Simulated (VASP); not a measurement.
# ZnSe (Stilleite) (F-43m) in VASP: notebook, part 2 of 2

VASP 6.6.1. The steps go on from the part before.

**3. Electric field gradients, r2SCAN+D3(BJ)**

Input file INCAR:

```
SYSTEM = ZnSe
PREC = Accurate
ENCUT = 520
EDIFF = 1E-8
ISMEAR = 0
SIGMA = 0.1
LREAL = .False.
LASPH = .True.
NELM = 100
ALGO = Normal
ISIF = 2
LWAVE = .False.
LCHARG = .False.
METAGGA = R2SCAN
LMIXTAU = .True.
IVDW = 12
VDW_S6 = 1.0
VDW_S8 = 0.78981345
VDW_A1 = 0.49484001
VDW_A2 = 5.73083694
LEFG = .True.
```

Input file KPOINTS:

```
regular mesh
0
Gamma
  8 8 8
  0 0 0
```

Input file POSCAR:

```
ZnSe
1.0
    0.0000000000      2.8338000000      2.8338000000
    2.8338000000      0.0000000000      2.8338000000
    2.8338000000      2.8338000000      0.0000000000
Se Zn
1 1
Direct
    0.7500000000      0.7500000000      0.7500000000
    0.0000000000      0.0000000000      0.0000000000
```

Potentials or basis: VASP PAW PBE potentials, release 64 (Se, Zn).

Command:

```
$ cat potpaw_PBE.64/Se/POTCAR potpaw_PBE.64/Zn/POTCAR > POTCAR
$ mpirun -np 1 vasp_std > vasp.out
```

OUTCAR:

```text
SYSTEM = ZnSe
   PREC = Accurate
   ENCUT = 520
   EDIFF = 1E-8
   ISMEAR = 0
   LREAL = .False.
   LASPH = .True.
   NELM = 100
   ISIF = 2
   METAGGA = R2SCAN
   IVDW = 12
 IVDW          = 12

 ion  position               nearest neighbor table
   1  0.750  0.750  0.750-   2 2.45   2 2.45   2 2.45   2 2.45
   2  0.000  0.000  0.000-   1 2.45   1 2.45   1 2.45   1 2.45

  LATTYP: Found a face centered cubic cell.
 ALAT       =     5.6676000000

  Lattice vectors:

 A1 = (   0.0000000000,   2.8338000000,   2.8338000000)
 A2 = (   2.8338000000,   0.0000000000,   2.8338000000)
 A3 = (   2.8338000000,   2.8338000000,   0.0000000000)

Analysis of symmetry for initial positions (statically):
=====================================================================
 Subroutine PRICEL returns:
 Original cell was already a primitive cell.

 Routine SETGRP: Setting up the symmetry group for a
 face centered cubic supercell.

 Subroutine GETGRP returns: Found 24 space group operations
 (whereof 24 operations were pure point group operations)
 out of a pool of 48 trial point group operations.

The static configuration has the point symmetry T_d .

Analysis of symmetry for dynamics (positions and initial velocities):
=====================================================================
 Subroutine PRICEL returns:
 Original cell was already a primitive cell.

 Routine SETGRP: Setting up the symmetry group for a
 face centered cubic supercell.

 Subroutine GETGRP returns: Found 24 space group operations
 (whereof 24 operations were pure point group operations)
 out of a pool of 48 trial point group operations.

The dynamic configuration has the point symmetry T_d .

 Subroutine INISYM returns: Found 24 space group operations
 (whereof 24 operations are pure point group operations),
 and found     1 'primitive' translations

----------------------------------------------------------------------------------------

                                     Primitive cell

  volume of cell :      45.5132

  direct lattice vectors                    reciprocal lattice vectors
     0.000000000  2.833800000  2.833800000    -0.176441527  0.176441527  0.176441527
     2.833800000  0.000000000  2.833800000     0.176441527 -0.176441527  0.176441527
     2.833800000  2.833800000  0.000000000     0.176441527  0.176441527 -0.176441527

  length of vectors
     4.007598393  4.007598393  4.007598393     0.305605690  0.305605690  0.305605690

  position of ions in fractional coordinates (direct lattice)
     0.750000000  0.750000000  0.750000000
     0.000000000  0.000000000  0.000000000

  ion indices of the primitive-cell ions
   primitive index   ion index
                 1           1
                 2           2

----------------------------------------------------------------------------------------

 KPOINTS: regular mesh

Automatic generation of k-mesh.
 Grid dimensions read from file:
 generate k-points for:    8    8    8
[... 83 lines left out ...]
     AMIX     =   0.40;   BMIX     =  1.00
     AMIX_MAG =   1.60;   BMIX_MAG =  1.00
  volume/ion in A,a.u.               =      22.76       153.57
  Fermi-wavevector in a.u.,A,eV,Ry     =   1.201673  2.270834 19.647073  1.444019
  Thomas-Fermi vector in A             =   2.337476
   LORBIT       =      0    0 simple, 1 ext, 2 COOP (PROOUT), +10 PAW based schemes
   METAGGA = R2SCAN    functional components
   LHFCALC =     F    Hartree Fock is set to
   AEXX    =    0.0000 exact exchange contribution
   IVDW    =    12    specifies the selected vdW correction
   LEPSILON=     F    determine dielectric tensor
   LRPA    =     F    only Hartree local field effects (RPA)
 non-spin polarized calculation
 Gauss-broadening in eV      SIGMA  =   0.10
  energy-cutoff  :      520.00
  volume of cell :       45.51
 maximum number of plane-waves:      1243
 NGX is ok and might be reduce to    30
   NGX = 15   NGY = 15   NGZ = 15

 number of electron      18.0000012 magnetization

 Free energy of the ion-electron system (eV)
  ---------------------------------------------------
  ext. energy  EPLUGINS =         0.00000000
  ---------------------------------------------------
  free energy    TOTEN  =       -24.90922985 eV

  energy without entropy =      -24.90922985  energy(sigma->0) =      -24.90922985

 E-fermi :   1.7055     XC(G=0):  -9.9199

 val. band max:        1.2981980700   @ k =   0.0000   0.0000   0.0000
 cond. band min:       3.1651438263   @ k =   0.0000   0.0000   0.0000
 fundamental gap:      1.8669457563
 Fermi energy:         1.7054542565

 k-point     1 :       0.0000    0.0000    0.0000
  band No.  band energies     occupation
      1     -12.4153      2.00000
      2      -5.3956      2.00000
      3      -5.3956      2.00000
      4      -5.3956      2.00000
      5      -4.9885      2.00000
      6      -4.9885      2.00000
      7       1.2982      2.00000
      8       1.2982      2.00000
      9       1.2982      2.00000
     10       3.1651      0.00000
     11       7.6137      0.00000
     12       7.6139      0.00000
     13       7.6139      0.00000
[... 354 lines left out ...]
  band No.  band energies     occupation
      1     -11.4640      2.00000
      2      -5.2806      2.00000
      3      -5.2441      2.00000
      4      -5.0230      2.00000
      5      -4.9823      2.00000
      6      -4.7819      2.00000
      7      -3.6494      2.00000
      8      -1.1304      2.00000
      9      -0.1894      2.00000
     10       6.0283      0.00000
     11       7.2619      0.00000
     12       9.2583      0.00000
     13      10.5341      0.00000

 [... further k-points ...]

------------------------ aborting loop because EDIFF is reached ----------------------------------------

 Edisp (eV)   -0.30558

 E8    (eV) :    -0.0988

  FORCE on cell =-STRESS in cart. coord.  units (eV):
  Direction    XX          YY          ZZ          XY          YZ          ZX
  --------------------------------------------------------------------------------------
  -------------------------------------------------------------------------------------
  Total      -0.29813    -0.29813    -0.29813     0.00000     0.00000    -0.00000
  in kB     -10.49492   -10.49492   -10.49492     0.00000     0.00000    -0.00000
  external pressure =      -10.49 kB  Pullay stress =        0.00 kB

 VOLUME and BASIS-vectors are now :
 -----------------------------------------------------------------------------
  energy-cutoff  :      520.00
  volume of cell :       45.51
      direct lattice vectors                 reciprocal lattice vectors
     0.000000000  2.833800000  2.833800000    -0.176441527  0.176441527  0.176441527
     2.833800000  0.000000000  2.833800000     0.176441527 -0.176441527  0.176441527
     2.833800000  2.833800000  0.000000000     0.176441527  0.176441527 -0.176441527

 POSITION                                       TOTAL-FORCE (eV/Angst)
 -----------------------------------------------------------------------------------
      4.25070      4.25070      4.25070        -0.000000     -0.000000      0.000000
      0.00000      0.00000      0.00000         0.000000      0.000000     -0.000000
 -----------------------------------------------------------------------------------
    total drift:                               -0.000022     -0.000022     -0.000022

  FREE ENERGIE OF THE ION-ELECTRON SYSTEM (eV)
  ---------------------------------------------------
  free  energy   TOTEN  =       -25.2148096378 eV

  energy  without entropy=      -25.2148096377  energy(sigma->0) =      -25.21480964

 Electric field gradients (V/A^2)
---------------------------------------------------------------------
 ion       V_xx      V_yy      V_zz      V_xy      V_xz      V_yz
---------------------------------------------------------------------
   1       0.000     0.000    -0.000     0.000     0.000     0.000
   2       0.000     0.000     0.000     0.002     0.002     0.002
---------------------------------------------------------------------

 Electric field gradients after diagonalization (V/A^2)
 (convention: |V_zz| > |V_xx| > |V_yy|)
----------------------------------------------------------------------
 ion       V_xx      V_yy      V_zz     asymmetry (V_yy - V_xx)/ V_zz
----------------------------------------------------------------------
   1      -0.000    -0.000     0.000       0.000
   2      -0.002    -0.002     0.003       0.000
----------------------------------------------------------------------

           NMR quadrupolar parameters

 Cq : quadrupolar parameter    Cq=e*Q*V_zz/h
 eta: asymmetry parameters     (V_yy - V_xx)/ V_zz
 Q  : nuclear electric quadrupole moment in mb (millibarn)
----------------------------------------------------------------------
 ion       Cq(MHz)       eta       Q (mb)
----------------------------------------------------------------------
   1       0.000       0.000       1.000
   2       0.000       0.000       1.000
----------------------------------------------------------------------
```

OSZICAR:

```text
N       E                     dE             d eps       ncg     rms          rms(c)
DAV:   1     0.663606774080E+02    0.66361E+02   -0.93049E+03   762   0.162E+03
DAV:   2    -0.220292375041E+02   -0.88390E+02   -0.83786E+02   839   0.277E+02
DAV:   3    -0.276392763621E+02   -0.56100E+01   -0.55907E+01   909   0.711E+01
DAV:   4    -0.276886715214E+02   -0.49395E-01   -0.49388E-01   849   0.730E+00
[... 10 lines left out ...]
DAV:  15    -0.249092275976E+02   -0.45811E-05   -0.58813E-06  1064   0.537E-02    0.352E-03
DAV:  16    -0.249092298082E+02   -0.22106E-05   -0.14664E-06   789   0.212E-02    0.249E-03
DAV:  17    -0.249092300571E+02   -0.24885E-06   -0.41585E-07   794   0.109E-02    0.890E-04
DAV:  18    -0.249092298419E+02    0.21514E-06   -0.10574E-07   782   0.701E-03    0.261E-04
DAV:  19    -0.249092298504E+02   -0.84549E-08   -0.22675E-08   789   0.154E-03
   1 F= -.25214810E+02 E0= -.25214810E+02  d E =-.207005E-10
```

It took 66 s on 1 thread of Intel Xeon Platinum 8488C (Sapphire Rapids), shared host; peak memory 0.17 GiB.

What came out:

- Free energy: -25.2148 eV
- Pressure: -1.0 GPa
- Band gap on the k mesh: 1.87 eV, direct
- Dispersion energy per atom: -0.153 eV

Electric field gradients, principal values (V/Å²):
| atom | Vxx | Vyy | Vzz |
| --- | --- | --- | --- |
| 1 Se | 0.000 | 0.000 | 0.000 |
| 2 Zn | -0.002 | -0.002 | 0.003 |

Caveat: the PAW data sets were made with another functional, which shifts forces and pressure a little.

**4. The reference run**

An earlier run on the cell as given: functional PBE; potentials or basis VASP PAW PBE potentials, release 64 (Se, Zn); cutoff 520 eV; k mesh 8 × 8 × 8; occupations fermi-dirac, width 0.05 eV; no spin polarisation.

* Pressure: 2.3 GPa
* Band gap on the k mesh: 1.29 eV, direct

**5. Summary**

```csv
task,level,smearing,ladder,gap on the mesh (eV),pressure (GPa)
band structure,TB-mBJ,gaussian 0.02 eV,free,2.76,-
electric field gradients,r2SCAN+D3(BJ),gaussian 0.1 eV,-,1.87,-1.0
single point,PBE,fermi-dirac 0.05 eV,-,1.29,2.3
```

Alike in all rows: potentials or basis VASP PAW PBE potentials, release 64 (Se, Zn); no spin polarisation; cell as given; k mesh 8 × 8 × 8; cutoff (eV) 520.

On the cell as given the gap runs from 1.29 eV (PBE) to 2.76 eV (TB-mBJ).

Caveats: the PAW data sets were made with another functional, which shifts forces and pressure a little (some runs).

Absolute energies hang on the potentials; compare differences alone.

**6. How close it comes**

Step 2. Against the measured gap of ZnSe, 2.695 eV (an exciton energy, a little under the gap; 300 K; “Alloy Disordering Effects on the Thermal Conductivity and Energy Gap Temperature Dependence of Cd1−xZnxSe Ternary Crystals Grown by the Bridgman Method”, 2023, pmc:10253836), the calculated 2.76 eV is off by +0.07 eV. Spin-orbit coupling on Se is left out. The value is that of TB-mBJ, without temperature or zero-point motion.

Step 3. A measured gap of ZnSe is 2.695 eV (an exciton energy, a little under the gap; 300 K; “Alloy Disordering Effects on the Thermal Conductivity and Energy Gap Temperature Dependence of Cd1−xZnxSe Ternary Crystals Grown by the Bridgman Method”, 2023, pmc:10253836); the calculated 1.87 eV misses it by -0.83 eV. Spin-orbit coupling on Se is left out. The value is that of r2SCAN+D3(BJ), without temperature or zero-point motion.
